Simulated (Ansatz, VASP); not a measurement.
This is a calculation of Cu (Copper) for Ansatz 0.2.0. 

The input input.yaml:

```yaml
crystal:
  lattice:
    - [0.0, 1.8075, 1.8075]
    - [1.8075, 0.0, 1.8075]
    - [1.8075, 1.8075, 0.0]
  atoms:
    - { symbol: Cu, position: [0.0, 0.0, 0.0] }
kpoints:
  mp_grid: { grid: [13, 13, 13] }
scf:
  occupations: { method: gaussian, width: 0.02 }
hamiltonian:
  xc: rpbe
  pseudopotentials: { kind: all_electron, lapw: { basis_error: 0.001 } }
output:
  forces: true
  stress: true
  eigenvalues: true
```

Potentials or basis: all-electron LAPW, scalar-relativistic.

Run with:

```sh
$ ansatz run input.yaml --threads 1 --pin off --max-ram 3072MiB --backend cpu --events-out ev --progress --plain --runs-dir out
```

Problem. What does the same run look like in VASP 6.6.1? Potentials or basis there: PBE PAW files Cu, release 54, 520 eV.

Solution. As run (cutoffs and basis follow the program's own potentials, and thresholds, step limits or extra output files can differ):

The input INCAR:

```
PREC = Accurate
ENCUT = 520
EDIFF = 1E-6
ISMEAR = 0
SIGMA = 0.02
LREAL = F
LASPH = T
NELM = 60
ALGO = Normal
ISIF = 2
LWAVE = F
LCHARG = T
GGA = RP
LELF = T
LVHAR = T
```

File KPOINTS:

```
regular mesh
0
Gamma
  13 13 13
```

Contents of POSCAR:

```
Cu
2.5562
    0.000000000000      0.707104295439      0.707104295439
    0.707104295439      0.000000000000      0.707104295439
    0.707104295439      0.707104295439      0.000000000000
Cu
1
Direct
    0.0000000000      0.0000000000      0.0000000000
```

Potentials or basis: VASP PAW PBE potentials, release 54 (Cu).

Run with:

```sh
$ cat potpaw_PBE.54/Cu/POTCAR > POTCAR
$ mpirun -np 1 vasp_std > vasp.out
```

Both were run:

|  | Ansatz | VASP |
| --- | --- | --- |
| Pressure | 6.6 GPa | 7.2 GPa |

VASP's potentials were made for PBE.

Where Ansatz's input types no cutoff or centring, it takes its own default and a Γ-centred mesh.

Pressure is positive in compression.
